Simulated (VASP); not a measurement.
A run of VASP 6.6.1 is set up as follows.

The input INCAR:

```
PREC     = Accurate       # precision mode
ENCUT    = 600            # plane-wave cutoff, eV
EDIFF    = 1E-6           # SCF threshold, eV
ISMEAR   = -1             # smearing method
SIGMA    = 0.05           # smearing width, eV
LREAL    = False          # projectors in reciprocal space
LASPH    = True           # aspherical terms in the spheres
NELM     = 100            # most SCF steps
ALGO     = Normal         # electronic algorithm
ISIF     = 3              # what is computed and relaxed
LWAVE    = False          # write WAVECAR
LCHARG   = False          # write CHGCAR
METAGGA  = R2SCAN         # meta-GGA
LMIXTAU  = True         
IBRION   = 2              # ionic algorithm
NSW      = 40             # ionic steps
EDIFFG   = -0.01          # ionic threshold
```

Contents of KPOINTS:

```
regular mesh
0
Gamma
  8 8 6
```

File POSCAR:

```
Ag
1.0
    2.9300000000      0.0000000000      0.0000000000
   -1.4650000000      2.5374544331      0.0000000000
    0.0000000000      0.0000000000      4.7900000000
Ag
2
Direct
    0.6666666667      0.3333333333      0.7500000000
    0.3333333333      0.6666666667      0.2500000000
```

Potentials or basis: VASP PAW PBE potentials, release 64 (Ag).

Command:

```console
$ cat potpaw_PBE.64/Ag/POTCAR > POTCAR
$ mpirun -np 1 vasp_std > vasp.out
```

Question: Predict the band gap on the k mesh.

Answer: None (metal or under the smearing width).

Question: What does it give for the space group after relaxing (to 0.05 Å)?

Answer: P6_3/mmc (No. 194).

Question: Predict the relaxed cell.

Answer: a = 2.925 Å, b = 2.925 Å, c = 4.698 Å, α = 90.00°, β = 90.00°, γ = 120.00°.

The path:
| step | energy change (eV) | largest force (eV/Å) | pressure (GPa) | volume (Å³) |
| --- | --- | --- | --- | --- |
| 1 | 0.0000 | 0.0000 | -2.23 | 35.61 |
| 2 | -0.0064 | 0.0000 | 1.41 | 34.35 |
| 3 | -0.0078 | 0.0000 | 0.26 | 34.71 |
| 4 | -0.0086 | 0.0000 | 0.10 | 34.78 |
| 5 | -0.0086 | 0.0000 | 0.02 | 34.80 |

Caveat: the PAW data sets were made with another functional, which shifts forces and pressure a little.
